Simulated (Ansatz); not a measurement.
Here is an Ansatz 0.2.0 calculation.

File input:

```
crystal:
  lattice:
    - [3.8227, 0.0, 0.0]
    - [-1.91135, 3.310555311, 0.0]
    - [0.0, 0.0, 12.52]
  atoms:
    - { symbol: Zn, position: [0.6666666667, 0.3333333333, 0.75] }
    - { symbol: Zn, position: [0.3333333333, 0.6666666667, 0.25] }
    - { symbol: Zn, position: [0.0, 0.0, 0.5] }
    - { symbol: Zn, position: [0.0, 0.0, 0.0] }
    - { symbol: S, position: [0.6666666667, 0.3333333333, 0.9375] }
    - { symbol: S, position: [0.3333333333, 0.6666666667, 0.4375] }
    - { symbol: S, position: [0.0, 0.0, 0.6875] }
    - { symbol: S, position: [0.0, 0.0, 0.1875] }
hamiltonian:
  xc: pbe0
  pseudopotentials: { kind: paw }
kpoints:
  mp_grid: { grid: [6, 6, 2] }
  band_path:
    path:
      - [[0.0, 0.0, 0.0], [0.5, 0.0, 0.0], [0.3333333333, 0.3333333333, 0.0], [0.0, 0.0, 0.0], [0.0, 0.0, 0.5], [0.5, 0.0, 0.5], [0.3333333333, 0.3333333333, 0.5], [0.0, 0.0, 0.5]]
      - [[0.5, 0.0, 0.5], [0.5, 0.0, 0.0]]
      - [[0.3333333333, 0.3333333333, 0.0], [0.3333333333, 0.3333333333, 0.5]]
    npoints: 4
scf:
  occupations: { method: fermi_dirac, width: 0.05 }
  n_extra_bands: 20
output:
  forces: true
  stress: true
  eigenvalues: true
  fatbands: false
  write_density: true
  write_potential: true
  elf: true
  volumetric_format: npy
```

Problem. What does it give for the band gap on the k mesh?

Solution. 4.02 eV, direct.

Problem. Estimate the largest force.

Solution. 0.039 eV/Å.

Stress tensor (GPa, compression positive):
```
0.48 0.00 0.00
0.00 0.48 0.00
0.00 0.00 0.25
```

Caveat: the PAW data sets come from PBE, with cores solved anew for the run's functional, which leaves a small shift of forces and pressure; the thresholds are loose for stress.

**Measured values to compare with.**

From a printed reference work, monograph, for a bulk crystal of ZnS at 4 K: band gap 3.911 eV (direct).

Measured gap of ZnS: 3.911 eV (direct; 4 K; a printed reference work, monograph). This calculation gives 4.02 eV (+0.11 eV). The value is that of PBE0, without temperature or zero-point motion.
